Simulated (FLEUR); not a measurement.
W: equation of state with PBE

The system is W.

```
CELL_PARAMETERS angstrom
0.00000 2.03000 2.03000
2.03000 0.00000 2.03000
2.03000 2.03000 0.00000
ATOMIC_POSITIONS crystal
W 0.00000 0.00000 0.00000
```

This isn't the form of W at room conditions, which is bcc.

```yaml
Program: FLEUR MaX-R8.1 (later development tree)
Task: equation of state
Functional: PBE
Potentials_or_basis: all-electron
Basis: FLAPW
Kmax: 4.1 1/bohr
k_mesh: 11 × 11 × 11
Occupations: fermi-dirac, width 0.05 eV
Spin: no spin polarisation
```

| Item | Value |
| --- | --- |
| Equilibrium volume | 16.46 Å³/atom |
| Bulk modulus | 291 GPa |
| Pressure derivative of the bulk modulus | 4.5 |

Energy against volume, from the lowest point:
```csv
volume (Å³/atom),energy (meV/atom)
15.727,31.80
16.062,8.84
16.396,0.00
16.731,3.85
17.065,19.02
17.400,44.18
17.735,78.54
```

The run has no spin-orbit coupling, so splittings on W are missing.
